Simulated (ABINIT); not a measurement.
# TiPt3 (Pm-3m) in ABINIT: equation of state

How stiff is TiPt3 in PBEsol, and what volume does it want? The cell is scaled to several volumes.

All numbers are computed with ABINIT 10.8.3 (patched build); they aren't measurements. Logs are shortened: lines on timing, memory, paths and dates and some standing lists are left out, and cuts for length are marked. The log counts tension as positive stress, the text compression.

### 1 Starting point

It takes space group Pm-3m (No. 221, cubic). The conventional cell has a = 3.897 Å, b = 3.897 Å, c = 3.897 Å, α = 90.00°, β = 90.00°, γ = 90.00°. Around Pt (site symmetry 4/mmm) lie 8 Pt at 2.76 Å and 4 Ti at 2.76 Å. Ti (site symmetry m-3m) is surrounded by 12 Pt at 2.76 Å.

### 2 Equation of state, PBEsol

run.abi

```
ndtset 7
getwfk -1
scalecart1 3*0.9795861087
scalecart2 3*0.9864848297
scalecart3 3*0.9932883884
scalecart4 3*1.0000000000
scalecart5 3*1.0066227096
scalecart6 3*1.0131594038
scalecart7 3*1.0196128224

pp_dirpath "./"
pseudos "Pt.upf, Ti.upf"

acell 7.3642627077 7.3642627077 7.3642627077
rprim
     1.0000000000     0.0000000000     0.0000000000
     0.0000000000     1.0000000000     0.0000000000
     0.0000000000     0.0000000000     1.0000000000
ntypat 2
znucl 78 22
natom 4
typat 1 1 1 2
xred
     0.5000000000     0.5000000000     0.0000000000
     0.5000000000     0.0000000000     0.5000000000
     0.0000000000     0.5000000000     0.5000000000
     0.0000000000     0.0000000000     0.0000000000

ecut 1142.878222 eV

kptopt 1
ngkpt 7 7 7
nshiftk 1
shiftk 0.0 0.0 0.0

ixc -116133

nband 40
occopt 3
tsmear 0.00183747

nstep 100
tolvrs 1.0e-10

iomode 3
prtwf 1
prtden 0
prteig 0
prtebands 0
enunit 2
```

Potentials or basis: PseudoDojo NC SR PBEsol v0.4.1 standard.

On the command line:

```sh
> abinit run.abi > log 2>&1
```

run.abo:

```text
.Version 10.8.3 of ABINIT
 DATASET    1 : space group Pm -3 m (#221); Bravais cP (primitive cubic)
================================================================================
 Values of the parameters that define the memory need for DATASET  1.
     intxc =       0    ionmov =       0      iscf =       7    lmnmax =       8
     lnmax =       8     mgfft =      45  mpssoang =       4    mqgrid =    3001
     natom =       4  nloc_mem =       1    nspden =       1   nspinor =       1
    nsppol =       1      nsym =      48    n1xccc =    2501    ntypat =       2
    occopt =       3   xclevel =       2
       mpw =        4898          nfft =       91125          nkpt =          20
================================================================================
================================================================================
[... 61 lines left out ...]
 DATASET    7 : space group Pm -3 m (#221); Bravais cP (primitive cubic)
================================================================================
 Values of the parameters that define the memory need for DATASET  7.
     intxc =       0    ionmov =       0      iscf =       7    lmnmax =       8
     lnmax =       8     mgfft =      45  mpssoang =       4    mqgrid =    3001
     natom =       4  nloc_mem =       1    nspden =       1   nspinor =       1
    nsppol =       1      nsym =      48    n1xccc =    2501    ntypat =       2
    occopt =       3   xclevel =       2
       mpw =        5542          nfft =       91125          nkpt =          20
================================================================================
================================================================================

--------------------------------------------------------------------------------
------------- Echo of variables that govern the present computation ------------
--------------------------------------------------------------------------------
 -outvars: echo values of preprocessed input variables --------
            acell      7.3642627077E+00  7.3642627077E+00  7.3642627077E+00 Bohr
              amu      1.95080000E+02  4.78800000E+01
             ecut      4.20000000E+01 Hartree
           enunit           2
           getwfk          -1
              ixc     -116133
           jdtset        1    2    3    4    5    6    7
         kptrlatt        7    0    0      0    7    0      0    0    7
          kptrlen1     5.04975061E+01
          kptrlen2     5.08531341E+01
          kptrlen3     5.12038565E+01
          kptrlen4     5.15498390E+01
          kptrlen5     5.18912386E+01
          kptrlen6     5.22282041E+01
          kptrlen7     5.25608768E+01
            natom           4
            nband          40
           ndtset           7
            ngfft          45      45      45
             nkpt          20
[... 90 lines left out ...]
                       0.0000000000E+00  5.0000000000E-01  5.0000000000E-01
                       0.0000000000E+00  0.0000000000E+00  0.0000000000E+00
            znucl       78.00000   22.00000

================================================================================

 chkinp: Checking input parameters for consistency, jdtset=   1.

 chkinp: Checking input parameters for consistency, jdtset=   2.
[... 29 lines left out ...]
 getcut: wavevector=  0.0000  0.0000  0.0000  ngfft=  45  45  45
         ecut(hartree)=     42.000   => boxcut(ratio)=   2.09070

--- Pseudopotential description ------------------------------------------------
- pspini: atom type   1  psp file is ./Pt.upf
12 -116133 3 -1 1358                          pspcod,pspxc,lmax,lloc,mmax
     nproj     2     2     2     2

- pspini: atom type   2  psp file is ./Ti.upf
12 -116133 2 -1 1586                          pspcod,pspxc,lmax,lloc,mmax
     nproj     2     2     2     0

   6.22965397E+03                                ecore*ucvol(ha*bohr**3)
--------------------------------------------------------------------------------

================================================================================

--- !BeginCycle
iteration_state: {dtset: 1, }
solver: {iscf: 7, nstep: 100, nline: 4, wfoptalg: 0, }
tolerances: {tolvrs: 1.00E-10, }
...
[... 1247 lines left out ...]
-Cartesian components of stress tensor (GPa)         [Pressure= -1.3328E+01 GPa]
- sigma(1 1)=  1.33282937E+01  sigma(3 2)=  0.00000000E+00
- sigma(2 2)=  1.33282937E+01  sigma(3 1)=  0.00000000E+00
- sigma(3 3)=  1.33282937E+01  sigma(2 1)=  0.00000000E+00

== END DATASET(S) ==============================================================
================================================================================

 -outvars: echo values of variables after computation  --------
            acell      7.3642627077E+00  7.3642627077E+00  7.3642627077E+00 Bohr
           etotal1    -4.5109354360E+02
           etotal2    -4.5109782268E+02
           etotal3    -4.5110025786E+02
           etotal4    -4.5110105702E+02
           etotal5    -4.5110040302E+02
           etotal6    -4.5109846110E+02
           etotal7    -4.5109537744E+02
            fcart1    -0.0000000000E+00 -0.0000000000E+00 -0.0000000000E+00
                      -0.0000000000E+00 -0.0000000000E+00 -0.0000000000E+00
                      -0.0000000000E+00 -0.0000000000E+00 -0.0000000000E+00
                      -0.0000000000E+00 -0.0000000000E+00 -0.0000000000E+00
            fcart2    -0.0000000000E+00 -0.0000000000E+00 -0.0000000000E+00
                      -0.0000000000E+00 -0.0000000000E+00 -0.0000000000E+00
                      -0.0000000000E+00 -0.0000000000E+00 -0.0000000000E+00
                      -0.0000000000E+00 -0.0000000000E+00 -0.0000000000E+00
            fcart3    -0.0000000000E+00 -0.0000000000E+00 -0.0000000000E+00
                      -0.0000000000E+00 -0.0000000000E+00 -0.0000000000E+00
[... 66 lines left out ...]
                       1.9484999987E+00  0.0000000000E+00  1.9484999987E+00
                       0.0000000000E+00  1.9484999987E+00  1.9484999987E+00
                       0.0000000000E+00  0.0000000000E+00  0.0000000000E+00
           xangst5     1.9614043483E+00  1.9614043483E+00  0.0000000000E+00
                       1.9614043483E+00  0.0000000000E+00  1.9614043483E+00
                       0.0000000000E+00  1.9614043483E+00  1.9614043483E+00
                       0.0000000000E+00  0.0000000000E+00  0.0000000000E+00
           xangst6     1.9741410970E+00  1.9741410970E+00  0.0000000000E+00
                       1.9741410970E+00  0.0000000000E+00  1.9741410970E+00
                       0.0000000000E+00  1.9741410970E+00  1.9741410970E+00
                       0.0000000000E+00  0.0000000000E+00  0.0000000000E+00
           xangst7     1.9867155831E+00  1.9867155831E+00  0.0000000000E+00
                       1.9867155831E+00  0.0000000000E+00  1.9867155831E+00
                       0.0000000000E+00  1.9867155831E+00  1.9867155831E+00
                       0.0000000000E+00  0.0000000000E+00  0.0000000000E+00
             xred      5.0000000000E-01  5.0000000000E-01  0.0000000000E+00
                       5.0000000000E-01  0.0000000000E+00  5.0000000000E-01
                       0.0000000000E+00  5.0000000000E-01  5.0000000000E-01
                       0.0000000000E+00  0.0000000000E+00  0.0000000000E+00
 Calculation completed.
```

Run time: 20 min. Hardware: 1 thread of Arm Neoverse V2, shared host; peak memory 0.18 GiB.

What came out:

| Property | Result |
| --- | --- |
| Equilibrium volume | 14.80 Å³/atom |
| Bulk modulus | 266 GPa |
| Pressure derivative of the bulk modulus | 5.0 |

Energy against volume, from the lowest point:
| volume (Å³/atom) | energy (meV/atom) |
| --- | --- |
| 13.908 | 51.11 |
| 14.204 | 22.00 |
| 14.500 | 5.44 |
| 14.796 | 0.00 |
| 15.091 | 4.45 |
| 15.387 | 17.66 |
| 15.683 | 38.64 |

Caveat: pressures at fixed basis lie under the slope of the energies.
